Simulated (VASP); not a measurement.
# LiF (Pm-3m) in VASP: further runs

Runs on LiF. Level: PBE. Tasks: single point.

Program: VASP 6.6.1. These are calculated values, not measurements. Logs are shortened: lines on timing, memory, paths and dates and some standing lists are left out, and cuts for length are marked.

### Step 1. The undisturbed crystal

The structure is cubic, space group Pm-3m (No. 221). Conventional cell: a = 2.560 Å, b = 2.560 Å, c = 2.560 Å, α = 90.00°, β = 90.00°, γ = 90.00°. Around Li (site symmetry m-3m) lie 8 F at 2.22 Å. F (site symmetry m-3m) has 8 Li at 2.22 Å as nearest neighbours.

Measurements of this composition are mostly on another form, of space group No. 225.

### Step 2. Single point, PBE (all atoms moved at random, cell strained at random)

Contents of INCAR:

```
ALGO     = Normal         # electronic algorithm
EDIFF    = 1E-6           # SCF threshold, eV
ENCUT    = 520            # plane-wave cutoff, eV
GGA      = PE             # functional
ISIF     = 2              # what is computed and relaxed
ISMEAR   = 0              # smearing method
LASPH    = T              # aspherical terms in the spheres
LCHARG   = F              # write CHGCAR
LREAL    = F              # projectors in reciprocal space
LWAVE    = F              # write WAVECAR
NBANDS   = 12             # bands
NELM     = 100            # most SCF steps
PREC     = Accurate       # precision mode
SIGMA    = 0.02           # smearing width, eV
```

Contents of KPOINTS:

```
k-points
0
Gamma
  10 10 10
```

Contents of POSCAR:

```
LiF
1.0
    2.6491934410     -0.0087791982      0.0077041943
   -0.0087791982      2.6607113395     -0.0127976650
    0.0077041943     -0.0127976650      2.6509595188
Li F
1 1
Direct
    0.0118693527     -0.0031646398      0.0199645795
    0.4881306473      0.5031646398      0.4800354205
```

Potentials or basis: VASP PAW PBE potentials, release 64 (Li_sv, F).

The run is started by

```bash
$ cat potpaw_PBE.64/Li_sv/POTCAR potpaw_PBE.64/F/POTCAR > POTCAR
$ mpirun -np 1 vasp_std > vasp.out
```

OUTCAR:

```text
EDIFF = 1E-6
   ENCUT = 520
   GGA = PE
   ISIF = 2
   ISMEAR = 0
   LASPH = T
   LREAL = F
   NELM = 100
   PREC = Accurate

 ion  position               nearest neighbor table
   1  0.012  0.997  0.020-   2 2.20   2 2.21
   2  0.488  0.503  0.480-   1 2.20   1 2.21

  LATTYP: Found a triclinic cell.
 ALAT       =     2.6607566004
 B/A-ratio  =     1.4184158783
 C/A-ratio  =     2.9802549984
 COS(alpha) =     0.0005336702
 COS(beta)  =     0.6624194188
 COS(gamma) =     0.7117879500

  Lattice vectors:

 A1 = (   0.0087791982,  -2.6607113395,   0.0127976650)
 A2 = (   0.0164833925,  -2.6735090045,   2.6637571838)
 A3 = (  -2.6470434332,  -5.2870481508,  -5.2840279019)

Analysis of symmetry for initial positions (statically):
=====================================================================
 Subroutine PRICEL returns:
 Original cell was already a primitive cell.

 Routine SETGRP: Setting up the symmetry group for a
 triclinic supercell.

 Subroutine GETGRP returns: Found  1 space group operations
 (whereof  1 operations were pure point group operations)
 out of a pool of  2 trial point group operations.

The static configuration has the point symmetry C_1 .

Analysis of symmetry for dynamics (positions and initial velocities):
=====================================================================
 Subroutine PRICEL returns:
 Original cell was already a primitive cell.

 Routine SETGRP: Setting up the symmetry group for a
 triclinic supercell.

 Subroutine GETGRP returns: Found  1 space group operations
 (whereof  1 operations were pure point group operations)
 out of a pool of  2 trial point group operations.

The dynamic configuration has the point symmetry C_1 .

 Subroutine INISYM returns: Found  1 space group operations
 (whereof  1 operations are pure point group operations),
 and found     1 'primitive' translations

----------------------------------------------------------------------------------------

                                     Primitive cell

  volume of cell :      18.6851

  direct lattice vectors                    reciprocal lattice vectors
     2.649193441 -0.008779198  0.007704194     0.377480662  0.001240275 -0.001091043
    -0.008779198  2.660711340 -0.012797665     0.001240275  0.375852145  0.001810844
     0.007704194 -0.012797665  2.650959519    -0.001091043  0.001810844  0.377233818

  length of vectors
     2.649219190  2.660756600  2.651001604     0.377484276  0.375858553  0.377239742

  position of ions in fractional coordinates (direct lattice)
     0.011869353  0.996835360  0.019964579
     0.488130647  0.503164640  0.480035421

  ion indices of the primitive-cell ions
   primitive index   ion index
                 1           1
                 2           2

----------------------------------------------------------------------------------------

 KPOINTS: k-points

Automatic generation of k-mesh.
 Grid dimensions read from file:
 generate k-points for:   10   10   10

 Generating k-lattice:

  Cartesian coordinates                     Fractional coordinates (reciprocal lattice)
     0.037748066  0.000124028 -0.000109104     0.100000000 -0.000000000  0.000000000
     0.000124028  0.037585214  0.000181084    -0.000000000  0.100000000  0.000000000
    -0.000109104  0.000181084  0.037723382     0.000000000  0.000000000  0.100000000

  Length of vectors
     0.037748428  0.037585855  0.037723974

  Shift w.r.t. Gamma in fractional coordinates (k-lattice)
     0.000000000  0.000000000  0.000000000

 Subroutine IBZKPT returns following result:
 ===========================================

 Found    504 irreducible k-points:

 Following reciprocal coordinates:
            Coordinates               Weight
  0.000000  0.000000  0.000000      1.000000
  0.100000 -0.000000  0.000000      2.000000
  0.200000 -0.000000  0.000000      2.000000
  0.300000  0.000000  0.000000      2.000000
  0.400000  0.000000  0.000000      2.000000
  0.500000 -0.000000 -0.000000      1.000000
[... 16 lines left out ...]
 -0.400000  0.200000 -0.000000      2.000000
 -0.300000  0.200000 -0.000000      2.000000
 [... further k-points ...]
   k-points           NKPTS =    504   k-points in BZ     NKDIM =    504   number of bands    NBANDS=     12
   number of dos      NEDOS =    301   number of ions     NIONS =      2
   total plane-waves  NPLWV =   8000
   dimension x,y,z NGX =    20 NGY =   20 NGZ =   20
   dimension x,y,z NGXF=    40 NGYF=   40 NGZF=   40
   ions per type =               1   1
   NGX,Y,Z   is equivalent  to a cutoff of  12.55, 12.50, 12.54 a.u.
   NGXF,Y,Z  is equivalent  to a cutoff of  25.10, 24.99, 25.08 a.u.
 SYSTEM =  unknown system
   PREC   = accura    normal or accurate (medium, high low for compatibility)
   ISTART =      0    job   : 0-new  1-cont  2-samecut
   ICHARG =      2    charge: 1-file 2-atom 10-const
   ISPIN  =      1    spin polarized calculation?
   LNONCOLLINEAR =      F non collinear calculations
   LSORBIT =      F    spin-orbit coupling
   LASPH  =      T    aspherical Exc in radial PAW
   ENCUT  =  520.0 eV  38.22 Ry    6.18 a.u.   4.93  4.95  4.93*2*pi/ulx,y,z
   NELM   =    100;   NELMIN=  2; NELMDL= -5     # of ELM steps
   EDIFF  = 0.1E-05   stopping-criterion for ELM
   LREAL  =      F    real-space projection
   EDIFFG = 0.1E-04   stopping-criterion for IOM
   NSW    =      0    number of steps for IOM
   IBRION =     -1    ionic relax: 0-MD 1-quasi-New 2-CG
   NFREE  =      0    steps in history (QN), initial steepest desc. (CG)
   ISIF   =      2    stress and relaxation
   ISYM   =      2    0-nonsym 1-usesym 2-fastsym
   POTIM  = 0.5000    time-step for ionic-motion
   TEBEG  =    0.0;   TEEND  =   0.0 temperature during run
   PSTRESS=    0.0 pullay stress
   NELECT =      10.0000    total number of electrons
   NUPDOWN=      -1.0000    fix difference up-down
   EMIN   =  10.00;   EMAX   =-10.00  energy-range for DOS
   EFERMI =   0.00;   METHOD = LEGACY
   ISMEAR =     0;   SIGMA  =   0.02  broadening in eV -4-tet -1-fermi 0-gaus
   EFERMI_NEDOS =   21; number of points for ismear=-14 and -15
   IALGO  =     38    algorithm
   IMIX   =      4    mixing-type and parameters
     AMIX     =   0.40;   BMIX     =  1.00
     AMIX_MAG =   1.60;   BMIX_MAG =  1.00
  volume/ion in A,a.u.               =       9.34        63.05
  Fermi-wavevector in a.u.,A,eV,Ry     =   1.329157  2.511742 24.036830  1.766657
  Thomas-Fermi vector in A             =   2.458340
   LORBIT       =      0    0 simple, 1 ext, 2 COOP (PROOUT), +10 PAW based schemes
   GGA     = PE    functional components
   LHFCALC =     F    Hartree Fock is set to
   AEXX    =    0.0000 exact exchange contribution
   IVDW    =     0    specifies the selected vdW correction
   LEPSILON=     F    determine dielectric tensor
   LRPA    =     F    only Hartree local field effects (RPA)
 non-spin polarized calculation
 Gauss-broadening in eV      SIGMA  =   0.02
  energy-cutoff  :      520.00
  volume of cell :       18.69
 maximum number of plane-waves:       518
   NGX =  9   NGY =  9   NGZ =  9

 number of electron      10.0000000 magnetization

 number of electron       9.9999997 magnetization

 Free energy of the ion-electron system (eV)
  ---------------------------------------------------
  ext. energy  EPLUGINS =         0.00000000
  ---------------------------------------------------
  free energy    TOTEN  =        -9.01671399 eV

  energy without entropy =       -9.01671399  energy(sigma->0) =       -9.01671399

 E-fermi :  -0.5031     XC(G=0):  -9.4169

 val. band max:       -0.6266171173   @ k =   0.5000   0.5000  -0.0000
 cond. band min:       6.0596595820   @ k =   0.0000   0.0000   0.0000
 fundamental gap:      6.6862766993
 Fermi energy:        -0.5030756035

 k-point     1 :       0.0000    0.0000    0.0000
  band No.  band energies     occupation
      1     -43.6345      2.00000
      2     -21.0098      2.00000
      3      -1.2399      2.00000
      4      -1.1935      2.00000
      5      -1.1719      2.00000
      6       6.0597      0.00000
      7      17.3070      0.00000
      8      17.4517      0.00000
      9      18.9921      0.00000
     10      19.2215      0.00000
     11      19.4323      0.00000
     12      35.5178      0.00000

 k-point     2 :       0.1000   -0.0000    0.0000
  band No.  band energies     occupation
      1     -43.6315      2.00000
      2     -20.9756      2.00000
      3      -1.5021      2.00000
      4      -1.2067      2.00000
      5      -1.1484      2.00000
      6       6.3057      0.00000
      7      16.0072      0.00000
      8      17.5315      0.00000
      9      18.9627      0.00000
     10      19.3048      0.00000
     11      21.2638      0.00000
     12      34.1892      0.00000

 k-point     3 :       0.2000   -0.0000    0.0000
  band No.  band energies     occupation
      1     -43.6238      2.00000
      2     -20.8853      2.00000
      3      -2.2384      2.00000
      4      -1.1237      2.00000
      5      -1.0691      2.00000
      6       6.8623      0.00000
      7      14.3887      0.00000
      8      18.0925      0.00000
      9      18.8879      0.00000
     10      19.3288      0.00000
     11      24.3292      0.00000
     12      31.0965      0.00000

 k-point     4 :       0.3000    0.0000    0.0000
  band No.  band energies     occupation
      1     -43.6143      2.00000
      2     -20.7705      2.00000
      3      -3.0356      2.00000
      4      -1.0187      2.00000
      5      -0.9689      2.00000
      6       7.4353      0.00000
      7      13.1957      0.00000
      8      18.6789      0.00000
      9      18.7985      0.00000
     10      19.6823      0.00000
     11      27.8079      0.00000
     12      27.9459      0.00000

 k-point     5 :       0.4000    0.0000    0.0000
  band No.  band energies     occupation
      1     -43.6065      2.00000
      2     -20.6738      2.00000
      3      -3.6186      2.00000
      4      -0.9318      2.00000
      5      -0.8862      2.00000
      6       7.8372      0.00000
      7      12.4741      0.00000
      8      18.6234      0.00000
      9      18.8539      0.00000
     10      20.9417      0.00000
     11      25.2022      0.00000
     12      30.0971      0.00000
[... 228 lines left out ...]
      1     -43.5975      2.00000
      2     -20.5442      2.00000
      3      -3.4879      2.00000
      4      -1.9239      2.00000
      5      -0.8079      2.00000
      6       9.0439      0.00000
      7      12.3563      0.00000
      8      15.3526      0.00000
      9      19.4727      0.00000
     10      21.8350      0.00000
     11      26.9721      0.00000
     12      28.8268      0.00000

 k-point    22 :       0.5000    0.2000   -0.0000
  band No.  band energies     occupation
      1     -43.5947      2.00000
      2     -20.5056      2.00000
      3      -3.6958      2.00000
      4      -1.8864      2.00000
      5      -0.7791      2.00000
      6       9.2499      0.00000
      7      12.0729      0.00000
      8      15.4636      0.00000
      9      19.5304      0.00000
     10      21.4467      0.00000
     11      27.6668      0.00000
     12      28.6087      0.00000

 k-point    23 :      -0.4000    0.2000   -0.0000
  band No.  band energies     occupation
      1     -43.5975      2.00000
      2     -20.5443      2.00000
      3      -3.4849      2.00000
      4      -1.9206      2.00000
      5      -0.8089      2.00000
      6       9.0195      0.00000
      7      12.3945      0.00000
      8      15.3715      0.00000
      9      19.4756      0.00000
     10      21.7456      0.00000
     11      26.9218      0.00000
     12      28.8446      0.00000

 k-point    24 :      -0.3000    0.2000   -0.0000
  band No.  band energies     occupation
      1     -43.6050      2.00000
      2     -20.6435      2.00000
      3      -2.9090      2.00000
      4      -2.0106      2.00000
      5      -0.8848      2.00000
      6       8.4672      0.00000
      7      13.1913      0.00000
      8      15.2111      0.00000
      9      19.3234      0.00000
     10      22.3544      0.00000
     11      26.5606      0.00000
     12      28.6483      0.00000

 [... further k-points ...]

------------------------ aborting loop because EDIFF is reached ----------------------------------------

  FORCE on cell =-STRESS in cart. coord.  units (eV):
  Direction    XX          YY          ZZ          XY          YZ          ZX
  --------------------------------------------------------------------------------------
  -------------------------------------------------------------------------------------
  Total       -0.6515837     -0.7831897     -0.6411603     -0.0250503     -0.0378169      0.0376065
  in kB      -55.8707813    -67.1554819    -54.9770099     -2.1479692     -3.2426537      3.2246091
  external PRESSURE =     -59.3344243 kB  Pullay stress =       0.0000000 kB

 VOLUME and BASIS-vectors are now :
 -----------------------------------------------------------------------------
  energy-cutoff  :      520.00
  volume of cell :       18.69
      direct lattice vectors                 reciprocal lattice vectors
     2.649193441 -0.008779198  0.007704194     0.377480662  0.001240275 -0.001091043
    -0.008779198  2.660711340 -0.012797665     0.001240275  0.375852145  0.001810844
     0.007704194 -0.012797665  2.650959519    -0.001091043  0.001810844  0.377233818

 POSITION                                       TOTAL-FORCE (eV/Angst)
 -----------------------------------------------------------------------------------
      0.02285      2.65193      0.04026         0.046270     -0.015979      0.078671
      1.29243      1.32835      1.26988        -0.046270      0.015979     -0.078671
 -----------------------------------------------------------------------------------
    total drift:                               -0.000217      0.000415     -0.000309

  FREE ENERGIE OF THE ION-ELECTRON SYSTEM (eV)
  ---------------------------------------------------
  free  energy   TOTEN  =        -9.0167139865 eV

  energy  without entropy=       -9.0167139865  energy(sigma->0) =       -9.01671399
```

Run time: 40 s. Hardware: 1 thread of Intel Xeon Platinum 8488C (Sapphire Rapids), shared host; peak memory 0.2 GiB.

What came out:

```yaml
Free_energy: -9.0167 eV
Largest_force: 0.093 eV/Å
Band_gap_on_the_k_mesh: 6.69 eV, indirect (least direct gap 7.23 eV)
```

Forces on the atoms (eV/Å):
```
Li   0.046 -0.016  0.079
F   -0.046  0.016 -0.079
```

Levels at points of the mesh, in eV from the valence-band top:
```tsv
k point	band 3	band 4	band 5	band 6	band 7	band 8
(0.00, 0.00, 0.00)	-0.61	-0.57	-0.55	6.69	17.93	18.08
(0.50, 0.00, 0.00)	-3.20	-0.27	-0.23	8.61	12.86	19.20
(0.00, 0.50, 0.00)	-3.21	-0.24	-0.23	8.64	12.78	19.29
(0.50, 0.50, 0.00)	-2.80	-2.78	0.00	12.28	12.92	13.19
(0.00, 0.00, 0.50)	-3.20	-0.27	-0.23	8.59	12.90	19.22
(0.50, 0.00, 0.50)	-2.77	-2.76	-0.03	11.93	12.88	13.62
(0.00, 0.50, 0.50)	-2.80	-2.77	0.00	12.00	12.91	13.48
(0.50, 0.50, 0.50)	-1.96	-1.94	-1.92	10.79	10.87	10.96
```

Caveat: the cutoff is under 1.25 times the usual one of these potentials, so pressure, stress and relaxed cells hold a basis-set (Pulay) error. A k mesh can miss the band edges.

### Step 3. Single point, PBE (all atoms moved at random, cell strained at random)

Contents of INCAR:

```
SYSTEM = LiF
  ALGO = Normal
  EDIFF = 1E-6
  ENCUT = 520
  GGA = PE
  ISIF = 2
  ISMEAR = 0
  LASPH = .TRUE.
  LCHARG = .FALSE.
  LREAL = .FALSE.
  LWAVE = .FALSE.
  NBANDS = 12
  NELM = 100
  PREC = Accurate
  SIGMA = 0.02
```

Contents of KPOINTS:

```
k-points
0
G
  10 10 10
  0 0 0
```

Contents of POSCAR:

```
LiF
1.0
    2.6963400388     -0.0046583501     -0.0070643111
   -0.0046583501      2.6834655879      0.0004095253
   -0.0070643111      0.0004095253      2.6708214948
Li F
1 1
Direct
   -0.0002266038      0.0077982976      0.0382843276
    0.5002266038      0.4922017024      0.4617156724
```

Potentials or basis: VASP PAW PBE potentials, release 64 (Li_sv, F).

The run is started by

```bash
$ cat potpaw_PBE.64/Li_sv/POTCAR potpaw_PBE.64/F/POTCAR > POTCAR
$ mpirun -np 1 vasp_std > vasp.out
```

Run time: 41 s. Hardware: 1 thread of Intel Xeon Platinum 8488C (Sapphire Rapids), shared host; peak memory 0.2 GiB.

The run converged. Its results:

```
Free energy            : -9.0020 eV
Largest force          : 0.161 eV/Å
Band gap on the k mesh : 6.43 eV, indirect (least direct gap 6.93 eV)
```

Forces on the atoms (eV/Å):
```
Li  -0.003  0.030  0.159
F    0.003 -0.030 -0.159
```

Levels at points of the mesh, in eV from the valence-band top:
```csv
k point,band 3,band 4,band 5,band 6,band 7,band 8
"(0.00, 0.00, 0.00)",-0.64,-0.59,-0.50,6.43,17.41,17.83
"(0.50, 0.00, 0.00)",-3.10,-0.28,-0.22,8.54,12.32,18.90
"(0.00, 0.50, 0.00)",-3.10,-0.32,-0.22,8.50,12.40,18.78
"(0.50, 0.50, 0.00)",-2.73,-2.71,0.00,12.23,12.70,12.82
"(0.00, 0.00, 0.50)",-3.09,-0.32,-0.28,8.39,12.70,18.97
"(0.50, 0.00, 0.50)",-2.67,-2.65,-0.05,11.21,12.73,13.88
"(0.00, 0.50, 0.50)",-2.66,-2.64,-0.08,11.23,12.68,13.96
"(0.50, 0.50, 0.50)",-1.92,-1.90,-1.86,10.71,10.85,10.93
```

Caveat: the cutoff is under 1.25 times the usual one of these potentials, so pressure, stress and relaxed cells hold a basis-set (Pulay) error. A k mesh can miss the band edges.

[end of part 1 of 2]
